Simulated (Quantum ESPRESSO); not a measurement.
# AlNi (Pm-3m) in Quantum ESPRESSO: a series of runs

One crystal, AlNi, is run at these levels: PBEsol; tasks: single point, equation of state.

All numbers are computed with Quantum ESPRESSO 7.5; they aren't measurements. Logs are shortened: lines on timing, memory, paths and dates and some standing lists are left out, and cuts for length are marked.

**1. The structure**

It takes space group Pm-3m (No. 221, cubic). Conventional cell: a = 2.881 Å, b = 2.881 Å, c = 2.881 Å, α = 90.00°, β = 90.00°, γ = 90.00°. Ni (site symmetry m-3m) is surrounded by 8 Al at 2.50 Å. Al (site symmetry m-3m) is surrounded by 8 Ni at 2.50 Å.

**2. Single point, PBEsol, collinear spin, ferromagnetic start, 11.24 Å³/atom**

File pw.in:

```
&CONTROL
  calculation = 'scf'
  prefix = 'pwscf'
  outdir = './tmp'
  pseudo_dir = './pseudo'
  tprnfor = .true.
  tstress = .true.
  disk_io = 'nowf'
/
&SYSTEM
  ibrav = 0
  nat = 2
  ntyp = 2
  ecutwfc = 98
  nbnd = 20
  occupations = 'smearing'
  smearing = 'fd'
  degauss = 0.00367493
  nspin = 2
  starting_magnetization(1) = 0.0556
  starting_magnetization(2) = 0
/
&ELECTRONS
  conv_thr = 4d-10
  electron_maxstep = 120
  mixing_beta = 0.3
/
ATOMIC_SPECIES
Ni    58.6934 Ni.upf
Al    26.9815 Al.upf
CELL_PARAMETERS angstrom
   2.8221875792    0.0000000000    0.0000000000
   0.0000000000    2.8221875792    0.0000000000
   0.0000000000    0.0000000000    2.8221875792
ATOMIC_POSITIONS crystal
Ni     0.5000000000    0.5000000000    0.5000000000
Al     0.0000000000    0.0000000000    0.0000000000
K_POINTS automatic
9 9 9 0 0 0
```

Potentials or basis: PseudoDojo 0.4.1 SR PBEsol standard.

On the command line:

```
$ OMP_NUM_THREADS=1 pw.x -in pw.in > pw.out
```

pw.out:

```text
This program is part of the open-source Quantum ESPRESSO suite
     for quantum simulation of materials; please cite
         "P. Giannozzi et al., J. Phys.:Condens. Matter 21 395502 (2009);
         "P. Giannozzi et al., J. Phys.:Condens. Matter 29 465901 (2017);
         "P. Giannozzi et al., J. Chem. Phys. 152 154105 (2020);
     in publications or presentations arising from this work. More details at

     Message from routine setup:
     using ibrav=0 with symmetry is DISCOURAGED, use correct ibrav instead

     G-vector sticks info
     --------------------
     sticks:   dense  smooth     PW     G-vecs:    dense   smooth      PW
     Sum         885     885    261                19933    19933    3239

     Using Slab Decomposition

     bravais-lattice index     =            0
     lattice parameter (alat)  =       5.3332  a.u.
     unit-cell volume          =     151.6890 (a.u.)^3
     number of atoms/cell      =            2
     number of atomic types    =            2
     number of electrons       =        21.00
     number of Kohn-Sham states=           20
     kinetic-energy cutoff     =      98.0000  Ry
     charge density cutoff     =     392.0000  Ry
     scf convergence threshold =      4.0E-10
     mixing beta               =       0.3000
     number of iterations used =            8  plain     mixing
     Exchange-correlation= PBESOL
                           (   1   4  10   8   0   0   0)

     celldm(1)=   5.333162  celldm(2)=   0.000000  celldm(3)=   0.000000
     celldm(4)=   0.000000  celldm(5)=   0.000000  celldm(6)=   0.000000

     crystal axes: (cart. coord. in units of alat)
               a(1) = (   1.000000   0.000000   0.000000 )
               a(2) = (   0.000000   1.000000   0.000000 )
               a(3) = (   0.000000   0.000000   1.000000 )

     reciprocal axes: (cart. coord. in units 2 pi/alat)
               b(1) = (  1.000000  0.000000  0.000000 )
               b(2) = (  0.000000  1.000000  0.000000 )
               b(3) = (  0.000000  0.000000  1.000000 )

     PseudoPot. # 1 for Ni read from file:
     Ni.upf
     Pseudo is Norm-conserving + core correction, Zval = 18.0
     Generated using ONCVPSP code by D. R. Hamann
     Using radial grid of 1356 points,  6 beta functions with:
                l(1) =   0
                l(2) =   0
                l(3) =   1
                l(4) =   1
                l(5) =   2
                l(6) =   2

     PseudoPot. # 2 for Al read from file:
     Al.upf
     Pseudo is Norm-conserving + core correction, Zval =  3.0
     Generated using ONCVPSP code by D. R. Hamann
     Using radial grid of 1876 points,  6 beta functions with:
                l(1) =   0
                l(2) =   0
                l(3) =   1
                l(4) =   1
                l(5) =   2
                l(6) =   2

     atomic species   valence    mass     pseudopotential
     Ni               18.00    58.69340     Ni( 1.00)
     Al                3.00    26.98150     Al( 1.00)

     Starting magnetic structure
     atomic species   magnetization
     Ni              0.056
     Al              0.000

     48 Sym. Ops., with inversion, found

   Cartesian axes

     site n.     atom                  positions (alat units)
         1        Ni     tau(   1) = (   0.5000000   0.5000000   0.5000000  )
         2        Al     tau(   2) = (   0.0000000   0.0000000   0.0000000  )

     number of k points=    35  Fermi-Dirac smearing, width (Ry)=  0.0037
                       cart. coord. in units 2pi/alat
        k(    1) = (   0.0000000   0.0000000   0.0000000), wk =   0.0013717
        k(    2) = (   0.0000000   0.0000000   0.1111111), wk =   0.0082305
        k(    3) = (   0.0000000   0.0000000   0.2222222), wk =   0.0082305
        k(    4) = (   0.0000000   0.0000000   0.3333333), wk =   0.0082305
        k(    5) = (   0.0000000   0.0000000   0.4444444), wk =   0.0082305
        k(    6) = (   0.0000000   0.1111111   0.1111111), wk =   0.0164609
[... 27 lines left out ...]
        k(   34) = (   0.3333333   0.4444444   0.4444444), wk =   0.0329218
        k(   35) = (   0.4444444   0.4444444   0.4444444), wk =   0.0109739

     Dense  grid:    19933 G-vectors     FFT dimensions: (  36,  36,  36)

     Generating pointlists ...
     new r_m :   0.3572 (alat units)  1.9052 (a.u.) for type    1
     new r_m :   0.3572 (alat units)  1.9052 (a.u.) for type    2

     Initial potential from superposition of free atoms

     starting charge      20.9975, renormalised to      21.0000
     Starting wfcs are   14 randomized atomic wfcs +    6 random wfcs

     Self-consistent Calculation

     iteration #  1     ecut=    98.00 Ry     beta= 0.30
     Davidson diagonalization with overlap
     ethr =  1.00E-02,  avg # of iterations =  5.9

     Threshold (ethr) on eigenvalues was too large:
     Diagonalizing with lowered threshold

     Davidson diagonalization with overlap
     ethr =  6.84E-04,  avg # of iterations =  1.3

     total energy              =    -340.00663373 Ry
     estimated scf accuracy    <       0.14158968 Ry

     total magnetization       =     0.18 Bohr mag/cell
     absolute magnetization    =     0.23 Bohr mag/cell

     iteration #  2     ecut=    98.00 Ry     beta= 0.30
     Davidson diagonalization with overlap
     ethr =  6.74E-04,  avg # of iterations =  1.4

     total energy              =    -340.02890586 Ry
     estimated scf accuracy    <       0.06672811 Ry

     total magnetization       =     0.23 Bohr mag/cell
     absolute magnetization    =     0.29 Bohr mag/cell

     iteration #  3     ecut=    98.00 Ry     beta= 0.30
     Davidson diagonalization with overlap
     ethr =  3.18E-04,  avg # of iterations =  1.2

     total energy              =    -340.03673002 Ry
     estimated scf accuracy    <       0.01322009 Ry

     total magnetization       =     0.16 Bohr mag/cell
     absolute magnetization    =     0.22 Bohr mag/cell

     iteration #  4     ecut=    98.00 Ry     beta= 0.30
     Davidson diagonalization with overlap
     ethr =  6.30E-05,  avg # of iterations =  2.4
[... 61 lines left out ...]
     total energy              =    -340.03933281 Ry
     estimated scf accuracy    <       0.00000010 Ry

     total magnetization       =     0.00 Bohr mag/cell
     absolute magnetization    =     0.00 Bohr mag/cell

     iteration # 11     ecut=    98.00 Ry     beta= 0.30
     Davidson diagonalization with overlap
     ethr =  4.56E-10,  avg # of iterations =  1.2

     total energy              =    -340.03933281 Ry
     estimated scf accuracy    <       0.00000001 Ry

     total magnetization       =     0.00 Bohr mag/cell
     absolute magnetization    =     0.00 Bohr mag/cell

     iteration # 12     ecut=    98.00 Ry     beta= 0.30
     Davidson diagonalization with overlap
     ethr =  6.74E-11,  avg # of iterations =  2.0

     Magnetic moment per site  (integrated on atomic sphere of radius R)
     atom   1 (R=0.357)  charge= 16.7728  magn= -0.0000
     atom   2 (R=0.357)  charge=  1.2206  magn=  0.0000

     End of self-consistent calculation

 ------ SPIN UP ------------

          k = 0.0000 0.0000 0.0000 (  2517 PWs)   bands (ev):

   -88.0767 -48.6035 -48.6035 -48.6035   3.5154  11.5666  11.5666  13.4493
    13.4493  13.4493  20.8660  20.8660  20.8660  23.4829  23.4829  29.9380
    36.6882  36.6882  36.6882  39.0884

          k = 0.0000 0.0000 0.1111 (  2489 PWs)   bands (ev):

   -88.0765 -48.6070 -48.6032 -48.6032   3.7526  11.5460  11.6242  13.3450
    13.3450  13.4606  18.9404  21.1769  21.1769  23.4843  25.1875  30.7424
    34.6488  34.6488  36.6065  36.7049

          k = 0.0000 0.0000 0.2222 (  2489 PWs)   bands (ev):

   -88.0759 -48.6159 -48.6025 -48.6025   4.4549  11.3293  11.7743  13.1010
    13.1010  13.4896  16.5182  22.0442  22.0442  23.4882  26.9651  31.8946
    31.8946  33.2166  34.0351  36.1936

          k = 0.0000 0.0000 0.3333 (  2485 PWs)   bands (ev):

   -88.0752 -48.6261 -48.6017 -48.6017   5.5921  10.4530  11.9528  12.8510
    12.8510  13.5228  14.9883  23.3379  23.3379  23.4928  28.3095  29.3662
    29.3662  32.2032  33.6934  36.8988

          k = 0.0000 0.0000 0.4444 (  2476 PWs)   bands (ev):

   -88.0748 -48.6328 -48.6012 -48.6012   7.1020   8.8448  12.0744  12.7005
    12.7005  13.5445  14.4829  23.4961  24.8984  24.8984  27.2047  27.2047
    29.6624  31.2473  31.6984  36.8417
[... 159 lines left out ...]
   -88.0723 -48.6221 -48.6218 -48.6218   8.9648  11.2883  11.2883  13.0373
    13.1303  13.1303  17.1601  17.1601  19.4449  22.7930  22.7930  24.2537
    29.8766  37.4086  37.4086  42.5166

          k = 0.3333 0.3333 0.4444 (  2462 PWs)   bands (ev):

   -88.0718 -48.6284 -48.6214 -48.6213   9.7499  10.9097  11.1663  13.1506
    13.1684  14.0969  15.5242  18.5057  19.9520  20.7242  21.7843  24.4925
    27.9668  38.1753  39.9041  42.3588

          k = 0.3333 0.4444 0.4444 (  2457 PWs)   bands (ev):

   -88.0714 -48.6278 -48.6278 -48.6208  10.2080  10.9215  10.9307  13.2135
    13.8596  14.7759  15.8707  17.4237  19.0204  20.8929  22.1119  22.8177
    25.9862  39.7679  41.9494  43.2598

          k = 0.4444 0.4444 0.4444 (  2476 PWs)   bands (ev):

   -88.0710 -48.6272 -48.6272 -48.6272  10.5359  10.7683  10.7683  13.8981
    13.8981  15.8091  17.0476  17.0476  19.1988  20.2555  20.2555  21.2343
    24.1291  42.4779  42.4779  46.3072

 ------ SPIN DOWN ----------

          k = 0.0000 0.0000 0.0000 (  2517 PWs)   bands (ev):

   -88.0767 -48.6035 -48.6035 -48.6035   3.5154  11.5666  11.5666  13.4492
    13.4492  13.4492  20.8660  20.8660  20.8660  23.4829  23.4829  29.9380
    36.6883  36.6883  36.6883  39.0885

          k = 0.0000 0.0000 0.1111 (  2489 PWs)   bands (ev):

   -88.0765 -48.6070 -48.6032 -48.6032   3.7527  11.5460  11.6242  13.3450
    13.3450  13.4606  18.9405  21.1770  21.1770  23.4844  25.1875  30.7425
    34.6488  34.6488  36.6066  36.7050

          k = 0.0000 0.0000 0.2222 (  2489 PWs)   bands (ev):

   -88.0759 -48.6159 -48.6025 -48.6025   4.4550  11.3293  11.7743  13.1009
    13.1009  13.4896  16.5182  22.0442  22.0442  23.4882  26.9651  31.8946
    31.8946  33.2167  34.0351  36.1936

          k = 0.0000 0.0000 0.3333 (  2485 PWs)   bands (ev):

   -88.0752 -48.6261 -48.6017 -48.6017   5.5922  10.4531  11.9528  12.8510
    12.8510  13.5228  14.9883  23.3379  23.3379  23.4929  28.3096  29.3662
    29.3662  32.2032  33.6934  36.8975

          k = 0.0000 0.0000 0.4444 (  2476 PWs)   bands (ev):

   -88.0748 -48.6328 -48.6012 -48.6012   7.1020   8.8448  12.0744  12.7005
    12.7005  13.5445  14.4829  23.4962  24.8984  24.8984  27.2047  27.2047
    29.6624  31.2473  31.6984  36.8418
[... 159 lines left out ...]
   -88.0722 -48.6221 -48.6218 -48.6218   8.9648  11.2883  11.2883  13.0373
    13.1303  13.1303  17.1602  17.1602  19.4450  22.7931  22.7931  24.2538
    29.8767  37.4087  37.4087  42.5171

          k = 0.3333 0.3333 0.4444 (  2462 PWs)   bands (ev):

   -88.0718 -48.6284 -48.6214 -48.6213   9.7500  10.9098  11.1663  13.1506
    13.1684  14.0969  15.5242  18.5058  19.9520  20.7242  21.7843  24.4926
    27.9668  38.1754  39.9042  42.3584

          k = 0.3333 0.4444 0.4444 (  2457 PWs)   bands (ev):

   -88.0714 -48.6278 -48.6278 -48.6207  10.2080  10.9216  10.9307  13.2135
    13.8596  14.7760  15.8707  17.4237  19.0205  20.8930  22.1119  22.8177
    25.9862  39.7680  41.9495  43.2601

          k = 0.4444 0.4444 0.4444 (  2476 PWs)   bands (ev):

   -88.0710 -48.6272 -48.6272 -48.6272  10.5359  10.7683  10.7683  13.8981
    13.8981  15.8091  17.0476  17.0476  19.1989  20.2555  20.2555  21.2343
    24.1291  42.4780  42.4780  46.3072

     the Fermi energy is    15.1506 ev

!    total energy              =    -340.03933282 Ry
     estimated scf accuracy    <          3.5E-11 Ry
     smearing contrib. (-TS)   =      -0.00044115 Ry
     internal energy E=F+TS    =    -340.03889167 Ry

     The total energy is F=E-TS. E is the sum of the following terms:
     one-electron contribution =    -227.04122685 Ry
     hartree contribution      =     125.26350380 Ry
     xc contribution           =     -44.86197629 Ry
     ewald contribution        =    -193.39919233 Ry

     total magnetization       =     0.00 Bohr mag/cell
     absolute magnetization    =     0.00 Bohr mag/cell

     convergence has been achieved in  12 iterations

     Forces acting on atoms (cartesian axes, Ry/au):

     atom    1 type  1   force =     0.00000000    0.00000000    0.00000000
     atom    2 type  2   force =     0.00000000    0.00000000    0.00000000

     Total force =     0.000000     Total SCF correction =     0.000000

     Computing stress (Cartesian axis) and pressure

          total   stress  (Ry/bohr**3)                   (kbar)     P=       79.70
   0.00054181   0.00000000   0.00000000           79.70        0.00        0.00
   0.00000000   0.00054181   0.00000000            0.00       79.70        0.00
   0.00000000   0.00000000   0.00054181            0.00        0.00       79.70

=------------------------------------------------------------------------------=
   JOB DONE.
=------------------------------------------------------------------------------=
```

It took 36 s on 1 thread of Intel Xeon at 2.60GHz (Ice Lake), shared host; peak memory 0.11 GiB.

What came out:

```yaml
Free_energy: -4626.4708 eV
Pressure: 8.0 GPa
Band_gap_on_the_k_mesh: none (metal or under the smearing width)
Net_moment: 0.00 μB per cell
Absolute_moment: 0.00 μB per cell
Valence_electrons_inside_the_program's_atomic_spheres: Ni 16.77; Al 1.22
```

**3. Single point, PBEsol, collinear spin, ferromagnetic start, 11.48 Å³/atom**

pw.in: that of step 2 with these lines changed.

```diff
@@ -31,5 +31,5 @@
 CELL_PARAMETERS angstrom
-   2.8221875792    0.0000000000    0.0000000000
-   0.0000000000    2.8221875792    0.0000000000
-   0.0000000000    0.0000000000    2.8221875792
+   2.8420627945    0.0000000000    0.0000000000
+   0.0000000000    2.8420627945    0.0000000000
+   0.0000000000    0.0000000000    2.8420627945
 ATOMIC_POSITIONS crystal
```

Potentials or basis: PseudoDojo 0.4.1 SR PBEsol standard.

On the command line:

```
$ OMP_NUM_THREADS=1 pw.x -in pw.in > pw.out
```

Run time: 37 s. Hardware: 1 thread of Intel Xeon at 2.60GHz (Ice Lake), shared host; peak memory 0.11 GiB.

It converged, with:

```yaml
Free_energy: -4626.4883 eV
Pressure: 3.8 GPa
Band_gap_on_the_k_mesh: none (metal or under the smearing width)
Net_moment: 0.00 μB per cell
Absolute_moment: 0.00 μB per cell
Valence_electrons_inside_the_program's_atomic_spheres: Ni 16.79; Al 1.23
```

**4. Single point, PBEsol, collinear spin, ferromagnetic start, 11.72 Å³/atom**

pw.in: that of step 3 with these lines changed.

```diff
@@ -31,5 +31,5 @@
 CELL_PARAMETERS angstrom
-   2.8420627945    0.0000000000    0.0000000000
-   0.0000000000    2.8420627945    0.0000000000
-   0.0000000000    0.0000000000    2.8420627945
+   2.8616638469    0.0000000000    0.0000000000
+   0.0000000000    2.8616638469    0.0000000000
+   0.0000000000    0.0000000000    2.8616638469
 ATOMIC_POSITIONS crystal
```

On the command line:

```
$ OMP_NUM_THREADS=1 pw.x -in pw.in > pw.out
```

Run time: 37 s. Hardware: 1 thread of Intel Xeon at 2.60GHz (Ice Lake), shared host; peak memory 0.11 GiB.

The run converged. Its results:

* Free energy: -4626.4941 eV
* Pressure: 0.1 GPa
* Band gap on the k mesh: none (metal or under the smearing width)
* Net moment: 0.00 μB per cell
* Absolute moment: 0.00 μB per cell
* Valence electrons inside the program's atomic spheres: Ni 16.81; Al 1.23

**5. Single point, PBEsol, collinear spin, ferromagnetic start, 11.96 Å³/atom**

pw.in: that of step 4 with these lines changed.

```diff
@@ -31,5 +31,5 @@
 CELL_PARAMETERS angstrom
-   2.8616638469    0.0000000000    0.0000000000
-   0.0000000000    2.8616638469    0.0000000000
-   0.0000000000    0.0000000000    2.8616638469
+   2.8810000000    0.0000000000    0.0000000000
+   0.0000000000    2.8810000000    0.0000000000
+   0.0000000000    0.0000000000    2.8810000000
 ATOMIC_POSITIONS crystal
```

On the command line:

```
$ OMP_NUM_THREADS=1 pw.x -in pw.in > pw.out
```

It took 41 s on 1 thread of Intel Xeon at 2.60GHz (Ice Lake), shared host; peak memory 0.12 GiB.

Results (log left out):

```
Free energy                                           : -4626.4892 eV
Pressure                                              : -3.3 GPa
Band gap on the k mesh                                : none (metal or under the smearing width)
Net moment                                            : 0.00 μB per cell
Absolute moment                                       : 0.00 μB per cell
Valence electrons inside the program's atomic spheres : Ni 16.83; Al 1.24
```

**6. Single point, PBEsol, collinear spin, ferromagnetic start, 12.20 Å³/atom**

pw.in: that of step 5 with these lines changed.

```diff
@@ -31,5 +31,5 @@
 CELL_PARAMETERS angstrom
-   2.8810000000    0.0000000000    0.0000000000
-   0.0000000000    2.8810000000    0.0000000000
-   0.0000000000    0.0000000000    2.8810000000
+   2.9000800262    0.0000000000    0.0000000000
+   0.0000000000    2.9000800262    0.0000000000
+   0.0000000000    0.0000000000    2.9000800262
 ATOMIC_POSITIONS crystal
```

Potentials or basis: PseudoDojo 0.4.1 SR PBEsol standard.

On the command line:

```
$ OMP_NUM_THREADS=1 pw.x -in pw.in > pw.out
```

Wall time 43 s (1 thread of Intel Xeon at 2.60GHz (Ice Lake), shared host); peak memory 0.11 GiB.

Results (log left out):

| Item | Value |
| --- | --- |
| Free energy | -4626.4749 eV |
| Pressure | -6.3 GPa |
| Band gap on the k mesh | none (metal or under the smearing width) |
| Net moment | 0.00 μB per cell |
| Absolute moment | 0.00 μB per cell |
| Valence electrons inside the program's atomic spheres | Ni 16.84; Al 1.24 |

**7. Single point, PBEsol, collinear spin, ferromagnetic start, 12.43 Å³/atom**

pw.in: that of step 6 with these lines changed.

```diff
@@ -31,5 +31,5 @@
 CELL_PARAMETERS angstrom
-   2.9000800262    0.0000000000    0.0000000000
-   0.0000000000    2.9000800262    0.0000000000
-   0.0000000000    0.0000000000    2.9000800262
+   2.9189122424    0.0000000000    0.0000000000
+   0.0000000000    2.9189122424    0.0000000000
+   0.0000000000    0.0000000000    2.9189122424
 ATOMIC_POSITIONS crystal
```

On the command line:

```
$ OMP_NUM_THREADS=1 pw.x -in pw.in > pw.out
```

It took 40 s on 1 thread of Intel Xeon at 2.60GHz (Ice Lake), shared host; peak memory 0.12 GiB.

It converged, with:

* Free energy: -4626.4520 eV
* Pressure: -9.0 GPa
* Band gap on the k mesh: none (metal or under the smearing width)
* Net moment: 0.00 μB per cell
* Absolute moment: 0.00 μB per cell
* Valence electrons inside the program's atomic spheres: Ni 16.86; Al 1.25

**8. Single point, PBEsol, collinear spin, ferromagnetic start, 12.67 Å³/atom**

pw.in: that of step 7 with these lines changed.

```diff
@@ -31,5 +31,5 @@
 CELL_PARAMETERS angstrom
-   2.9189122424    0.0000000000    0.0000000000
-   0.0000000000    2.9189122424    0.0000000000
-   0.0000000000    0.0000000000    2.9189122424
+   2.9375045414    0.0000000000    0.0000000000
+   0.0000000000    2.9375045414    0.0000000000
+   0.0000000000    0.0000000000    2.9375045414
 ATOMIC_POSITIONS crystal
```

On the command line:

```
$ OMP_NUM_THREADS=1 pw.x -in pw.in > pw.out
```

Run time: 39 s. Hardware: 1 thread of Intel Xeon at 2.60GHz (Ice Lake), shared host; peak memory 0.12 GiB.

It converged, with:

* Free energy: -4626.4214 eV
* Pressure: -11.4 GPa
* Band gap on the k mesh: none (metal or under the smearing width)
* Net moment: 0.00 μB per cell
* Absolute moment: 0.00 μB per cell
* Valence electrons inside the program's atomic spheres: Ni 16.87; Al 1.26

**9. Equation of state, PBEsol, collinear spin, ferromagnetic start**

Potentials or basis: PseudoDojo 0.4.1 SR PBEsol standard.

No new run: the results of the series are fitted here.

What came out:

* Equilibrium volume: 11.72 Å³/atom
* Bulk modulus: 173 GPa
* Pressure derivative of the bulk modulus: 4.3

Energy against volume, from the lowest point:
```
volume (Å³/atom)  energy (meV/atom)
          11.239              11.63
          11.478               2.87
          11.717               0.00
          11.956               2.43
          12.196               9.61
          12.435              21.06
          12.674              36.33
```
